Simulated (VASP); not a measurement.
# A VASP 6.6.1 single-point calculation on AlN

INCAR

```
LREAL = .FALSE.
LCHARG = .FALSE.
ALGO = Normal
LWAVE = .FALSE.
SIGMA = 0.01
NBANDS = 11
PREC = Accurate
ISIF = 2
ISMEAR = 0
BMIX = 2
ENCUT = 520
METAGGA = R2SCAN
IBRION = -1
EDIFF = 1E-7
LASPH = .TRUE.
NSW = 0
NELM = 84
```

KPOINTS

```
KPOINTS created by Atomic Simulation Environment
0
Gamma
10 10 10
0 0 0
```

POSCAR

```
Al N
 1.0000000000000000
     0.0000000000000000    2.2571958303000002    2.2571958303000002
     2.2571958303000002    0.0000000000000000    2.2571958303000002
     2.2571958303000002    2.2571958303000002    0.0000000000000000
 Al  N
   1   1
Cartesian
  0.0000000000000000  0.0000000000000000  0.0000000000000000
  1.1285979151500001  1.1285979151500001  1.1285979151500001
```

The recommended PBE PAW datasets give the neutral cell 8 valence electrons.

Command

```
mpirun -np 1 vasp_std
```

OSZICAR

```
N       E                     dE             d eps       ncg     rms          rms(c)
DAV:   1     0.479591539249E+01    0.47959E+01   -0.39774E+03  1066   0.618E+02
DAV:   2    -0.223878160323E+02   -0.27184E+02   -0.26052E+02  1296   0.136E+02
DAV:   3    -0.233012131310E+02   -0.91340E+00   -0.91213E+00  1278   0.238E+01
DAV:   4    -0.233066366123E+02   -0.54235E-02   -0.54230E-02  1151   0.200E+00
DAV:   5    -0.233067145143E+02   -0.77902E-04   -0.77902E-04  1250   0.232E-01    0.835E+00
DAV:   6    -0.190901453498E+02    0.42166E+01   -0.47179E+00  1153   0.104E+01    0.390E+00
DAV:   7    -0.189994403317E+02    0.90705E-01   -0.15165E+00  1214   0.675E+00    0.214E+00
DAV:   8    -0.190584450840E+02   -0.59005E-01   -0.11188E-01  1058   0.264E+00    0.674E-01
DAV:   9    -0.190531432706E+02    0.53018E-02   -0.57813E-02  1266   0.125E+00    0.294E-01
DAV:  10    -0.190533359105E+02   -0.19264E-03   -0.28968E-03  1088   0.458E-01    0.160E-01
DAV:  11    -0.190532843907E+02    0.51520E-04   -0.11242E-03  1226   0.201E-01    0.732E-02
DAV:  12    -0.190532580244E+02    0.26366E-04   -0.11989E-04  1163   0.722E-02    0.667E-03
DAV:  13    -0.190532581633E+02   -0.13881E-06   -0.27134E-06  1214   0.140E-02    0.505E-03
DAV:  14    -0.190532593039E+02   -0.11406E-05   -0.15914E-07  1169   0.339E-03    0.135E-03
DAV:  15    -0.190532592338E+02    0.70095E-07   -0.13128E-08   640   0.101E-03
   1 F= -.19053259E+02 E0= -.19053259E+02  d E =-.654295E-67
```

From OUTCAR

```
k-points           NKPTS =     47   k-points in BZ     NKDIM =     47   number of bands    NBANDS=     11

   NELECT =       8.0000    total number of electrons

   dimension x,y,z NGX =    24 NGY =   24 NGZ =   24
   dimension x,y,z NGXF=    48 NGYF=   48 NGZF=   48

  energy-cutoff  :      520.00
  volume of cell :       23.00
      direct lattice vectors                 reciprocal lattice vectors
     0.000000000  2.257195830  2.257195830    -0.221513789  0.221513789  0.221513789
     2.257195830  0.000000000  2.257195830     0.221513789 -0.221513789  0.221513789
     2.257195830  2.257195830  0.000000000     0.221513789  0.221513789 -0.221513789

 k-points in reciprocal lattice and weights: KPOINTS created by Atomic Simulation Env
   0.00000000  0.00000000  0.00000000       0.001
   0.10000000  0.00000000  0.00000000       0.008
   0.20000000  0.00000000  0.00000000       0.008
   0.30000000  0.00000000  0.00000000       0.008
   0.40000000  0.00000000  0.00000000       0.008
   0.50000000  0.00000000  0.00000000       0.004
   0.10000000  0.10000000  0.00000000       0.006
   0.20000000  0.10000000  0.00000000       0.024
   ...

 E-fermi :   4.9284

 k-point     1 :       0.0000    0.0000    0.0000
  band No.  band energies     occupation
      1     -10.3820      2.00000
      2       4.8086      2.00000
      3       4.8086      2.00000
      4       4.8086      2.00000
      5       8.8050      0.00000
      6      17.3424      0.00000
      7      17.3424      0.00000
      8      17.3424      0.00000
      9      22.5385      0.00000
     10      22.5385      0.00000
     11      24.0420      0.00000

 k-point     2 :       0.1000    0.0000    0.0000
  band No.  band energies     occupation
      1     -10.2522      2.00000
      2       4.0118      2.00000
      3       4.7577      2.00000
      4       4.7577      2.00000
      5       9.4863      0.00000
      6      16.9668      0.00000
      7      17.4708      0.00000
      8      17.4708      0.00000
      9      21.3840      0.00000
     10      21.3840      0.00000
     11      23.2770      0.00000

 k-point     3 :       0.2000    0.0000    0.0000
  band No.  band energies     occupation
      1      -9.8863      2.00000
      2       2.4707      2.00000
      3       4.6311      2.00000
      4       4.6311      2.00000
      5      10.6508      0.00000
      6      16.2065      0.00000
      7      17.4437      0.00000
      8      17.4437      0.00000
      9      20.8519      0.00000
     10      20.8519      0.00000
     11      22.3760      0.00000

 k-point     4 :       0.3000    0.0000    0.0000
  band No.  band energies     occupation
      1      -9.3663      2.00000
      2       0.9295      2.00000
      3       4.4852      2.00000
      4       4.4852      2.00000
      5      11.5351      0.00000
      6      15.5232      0.00000
      7      16.8725      0.00000
      8      16.8725      0.00000
      9      21.8287      0.00000
     10      21.8287      0.00000
     11      22.1129      0.00000

 k-point     5 :       0.4000    0.0000    0.0000
  band No.  band energies     occupation
      1      -8.8647      2.00000
      2      -0.2359      2.00000
      3       4.3750      2.00000
      4       4.3750      2.00000
      5      11.9757      0.00000
      6      15.0773      0.00000
      7      16.3219      0.00000
      8      16.3219      0.00000
      9      22.4792      0.00000
     10      23.6001      0.00000
     11      23.6001      0.00000

 ...

  Total       -2.4952601     -2.4952601     -2.4952601      0.0000000     -0.0000000      0.0000000
  in kB     -173.8155769   -173.8155769   -173.8155769      0.0000000     -0.0000000      0.0000000
  external PRESSURE =    -173.8155769 kB  Pullay stress =       0.0000000 kB

 POSITION                                       TOTAL-FORCE (eV/Angst)
 -----------------------------------------------------------------------------------
      0.00000      0.00000      0.00000        -0.000000     -0.000000     -0.000000
      1.12860      1.12860      1.12860         0.000000      0.000000      0.000000
 -----------------------------------------------------------------------------------
    total drift:                                0.000005      0.000005      0.000005

  FREE ENERGIE OF THE ION-ELECTRON SYSTEM (eV)
  ---------------------------------------------------
  free  energy   TOTEN  =       -19.0532592338 eV

  energy  without entropy=      -19.0532592338  energy(sigma->0) =      -19.05325923
```

It converged. Results: gap between bands v and c on the k mesh 3.85 eV; least direct gap on the k mesh 4.00 eV; pressure -17.4 GPa. Band v is the last that the valence electrons fill when counted band by band, and c is the next.

For comparison, a separate r²SCAN run of the intended cell, on usual settings and not on those above, gives a gap of 3.85 eV on its mesh and a pressure of -17.4 GPa.

The run above took about 14 s on one core of a shared host (Intel Xeon 6975P-C) and held 0.14 GiB at most.
